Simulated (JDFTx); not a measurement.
# MgTe: equation of state with PBEsol

The system is MgTe.

```xyz
4
Lattice="4.5200 0.0000 0.0000 -2.2600 3.9144 0.0000 0.0000 0.0000 7.3300" Properties=species:S:1:pos:R:3 pbc="T T T"
Te    2.2600    1.3048    6.4870
Te    0.0000    2.6096    2.8220
Mg    2.2600    1.3048    3.6650
Mg    0.0000    2.6096    0.0000
```

| Property | Result |
| --- | --- |
| Program | JDFTx 1.7.0 (patched build) |
| Task | equation of state |
| Functional | PBEsol |
| Potentials or basis | PseudoDojo-SR-PBEsol-0.4.1-standard with smoothed tails |
| Cutoff | 1143 eV |
| Density cutoff | 9143 eV |
| k mesh | 7 × 7 × 4 |
| Occupations | fermi-dirac, width 0.05 eV |
| Spin | no spin polarisation |
| Local potential set to -Z/r beyond | 6 bohr |
| Bands | 34 |
| Density cutoff over wavefunction cutoff | 8 |
| Max SCF steps | 100 |
| SCF threshold on the energy | 1e-09 Ha |
| Solver of the electrons | scf |

* Equilibrium volume: 33.43 Å³/atom
* Bulk modulus at fixed shape and positions: 36 GPa
* Pressure derivative of the bulk modulus: 4.1

Energy against volume, from the lowest point:
| volume (Å³/atom) | energy (meV/atom) |
| --- | --- |
| 30.477 | 34.06 |
| 31.126 | 19.89 |
| 31.774 | 9.77 |
| 32.423 | 3.31 |
| 33.071 | 0.16 |
| 33.720 | 0.00 |
| 34.368 | 2.56 |

Caveat: the cell was scaled at fixed shape and fractional positions, which overstates the stiffness of a crystal with free parameters, most of all of layers and chains. The run has no spin-orbit coupling, so splittings on Te are missing.
